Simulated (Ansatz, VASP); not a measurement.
**Mo in VASP and in Ansatz**

File INCAR:

```
  PREC = Accurate
  ENCUT = 520
  EDIFF = 1E-6
  ISMEAR = -1
  SIGMA = 0.1
  LREAL = F
  LASPH = T
  NELM = 100
  ALGO = Normal
  ISIF = 2
  LWAVE = F
  LCHARG = F
  NBANDS = 13
```

KPOINTS

```
regular mesh
0
Gamma
  14 14 14
```

File POSCAR:

```
Mo
1.0
    2.4877597806      0.0000000000      0.0000000000
    0.0000000000      2.4877597806      0.0000000000
    0.0000000000      0.0000000000      2.4877597806
Mo
1
Direct
    0.0000000000      0.0000000000      0.0000000000
```

Input for Ansatz:

```yaml
crystal:
  lattice:
    - [2.4877597806, 0.0, 0.0]
    - [0.0, 2.4877597806, 0.0]
    - [0.0, 0.0, 2.4877597806]
  atoms:
    - { symbol: Mo, position: [0.0, 0.0, 0.0] }
hamiltonian:
  xc: lda
  pseudopotentials:
    kind: paw
    azcp:
      Mo: "pseudopotentials/Mo.paw.azcp"
basis:
  ecutwfc: 420
  fft_grid_basis: typed
kpoints:
  mp_grid: { grid: [14, 14, 14], shift: [0, 0, 0] }
magnetization:
  spin_polarized: false
scf:
  occupations: { method: fermi_dirac, width: 0.1 }
  lower_state_search: "off"
output:
  stress: true
```

Alike in both runs: task single point; functional LDA; k mesh 14 × 14 × 14; occupations fermi-dirac, width 0.1 eV; no spin polarisation.

|  | VASP | Ansatz |
| --- | --- | --- |
| version | VASP 6.6.1 | Ansatz 0.2.0 |
| potentials or method | VASP PAW LDA potentials, release 64 (Mo_sv) | plane waves (420 eV) with PAW, scalar-relativistic |
| plane-wave cutoff (eV) | 520 | 420 |
| valence electrons in the cell | 14 | 14 |

|  | VASP | Ansatz | Ansatz less VASP |
| --- | --- | --- | --- |
| pressure (GPa) | 21.3 | 19.9 | -1.37 |

Ansatz warned: «pseudo_functional_mismatch».

Caveats: so large a pressure means that the cell lies far from this level's equilibrium, or that cutoff or potentials fall short (VASP).
